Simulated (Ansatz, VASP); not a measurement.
One calculation of BiTe, two programs

```
CELL_PARAMETERS angstrom
0.00000 3.19128 3.19128
3.19128 0.00000 3.19128
3.19128 3.19128 0.00000
ATOMIC_POSITIONS crystal
Bi 0.00000 0.00000 0.00000
Te 0.50000 0.50000 0.50000
```

Alike in both runs: task single point; functional LDA; k mesh 7 × 7 × 7; occupations fermi-dirac, width 0.05 eV; no spin polarisation.

|  | VASP | Ansatz |
| --- | --- | --- |
| version | VASP 6.6.1 | Ansatz 0.2.0 |
| potentials or method | VASP PAW LDA potentials, release 64 (Bi_d, Te) | Ansatz PAW |
| plane-wave cutoff (eV) | 520 | 420 |
| valence electrons in the cell | 21 | 31 |

VASP gave:

| Item | Value |
| --- | --- |
| gap on the k mesh at the Fermi level (eV) | none |
| pressure (GPa) | -0.6 |

Task: What did Ansatz give for the same quantities?

Result: gap on the k mesh at the Fermi level (eV): none; pressure (GPa): -0.7.

A gap of «none» marks a metal or a gap that the smearing closes. The two sets of potentials don't hold the same shells in valence.

Caveats: spin-orbit coupling is left out, which moves the levels of the heavy elements; the PAW data sets come from PBE, with cores solved anew for the run's functional, which leaves a small shift of forces and pressure (Ansatz).
